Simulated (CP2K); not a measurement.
**CoSi2: equation of state with LDA**

Crystal: CoSi2.

```
Co Si
1.0
     3.78726    0.00000    0.00000
     1.89363    3.27987    0.00000
     1.89363    1.09329    3.09229
Co Si
1 2
Direct
  0.00000 0.00000 0.00000
  0.75000 0.75000 0.75000
  0.25000 0.25000 0.25000
```

- Program: CP2K 2026.2
- Task: equation of state
- Functional: LDA
- Potentials or basis: GTH_POTENTIALS Co GTH-PADE-q17, Si GTH-PADE-q4; TZVP-MOLOPT-PBE-GTH basis
- Density cutoff: 11565 eV
- k mesh: 9 × 9 × 9
- Occupations: fermi-dirac, width 0.1 eV
- Spin: collinear spin, ferromagnetic start
- Starting moments: [2.0, 0.0, 0.0] μB
- SCF solver: diagonalisation with k points
- Quickstep method: GPW
- EPS_DEFAULT: 1.0E-9
- EPS_SCF: 1.0E-6
- MAX_SCF: 150
- SCF_GUESS: ATOMIC
- k points reduced by the point group: yes
- Mesh centred on Gamma: yes
- CHOLESKY: OFF
- EPS_EIGVAL: 1.0E-7
- MIXING METHOD: PULAY_MIXING
- MIXING ALPHA: 0.4
- NBUFFER: 6
- NGRIDS: 4
- Basis sets: Co TZVP-MOLOPT-PBE-GTH-q17, Si TZVP-MOLOPT-PBE-GTH-q4
- Potentials: Co GTH-PADE-q17 of GTH_POTENTIALS, Si GTH-PADE-q4 of GTH_POTENTIALS
- MULTIPLICITY of the start: 4
- ADDED_MOS: [15, 18]
- REL_CUTOFF (Ry): 60 Ry
- MIXING BETA (1/bohr): 1.5 1/bohr
- CUTOFF of the grids: 850 Ry

The equilibrium volume is 12.15 Å³/atom. The bulk modulus is 207 GPa. The pressure derivative of the bulk modulus is 4.8.

Energy against volume, from the lowest point:
| volume (Å³/atom) | energy (meV/atom) |
| --- | --- |
| 12.036 | 0.00 |
| 12.292 | 0.39 |
| 12.548 | 7.27 |
| 12.804 | 19.93 |
| 13.060 | 37.72 |
| 13.316 | 60.07 |
| 13.572 | 86.36 |

All runs of the series together: 13 min on 1 thread of AMD EPYC 9R45 96-Core Processor (Zen 5), with other jobs on the host.

Caveat: the basis of atomic orbitals isn't converged, which shifts pressures, moduli and gaps. LDA usually gives volumes a few per cent too small.
